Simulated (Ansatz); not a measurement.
# Pt under strain

All numbers below come from DFT r2SCAN, scalar-relativistic, plane waves, PAW in Ansatz 0.2.0. Run with 500 eV cutoff, 18×18×14 k-mesh, Gaussian smearing of 0.10 eV, no spin polarisation.

Starting point, cell and atoms relaxed:

```xyz
2
Lattice="1.9701 1.9701 0.0000 -1.9701 1.9701 0.0000 0.0000 0.0000 3.9402" Properties=species:S:1:pos:R:3 pbc="T T T"
Pt    0.0000    0.0000    0.0000
Pt    0.0000    1.9701    1.9701
```

Deformation: c alone is stretched, the rest of the cell is held and the atoms relax, all within the symmetry that the strain leaves. Energies are extrapolated to zero smearing.

Spin–orbit coupling is left out, which can shift energies with elements as heavy as these.

| strain (%) | ΔE (meV/atom) | a (Å) | b (Å) | c (Å) |
| --- | --- | --- | --- | --- |
| -3.0 | 14.5 | 2.786 | 2.786 | 3.822 |
| -2.0 | 6.3 | 2.786 | 2.786 | 3.861 |
| -1.0 | 1.5 | 2.786 | 2.786 | 3.901 |
| +0.0 | 0.0 | 2.786 | 2.786 | 3.940 |
| +1.0 | 1.5 | 2.786 | 2.786 | 3.980 |
| +2.0 | 5.9 | 2.786 | 2.786 | 4.019 |
| +3.0 | 13.1 | 2.786 | 2.786 | 4.058 |

(1) What stiffness (1/V) d²E/dε² at zero strain does a cubic fit over all points give?

## Answers

(1) A cubic fit gives (1/V) d²E/dε² = 322 GPa at zero strain (the elastic constant along c at held a and b).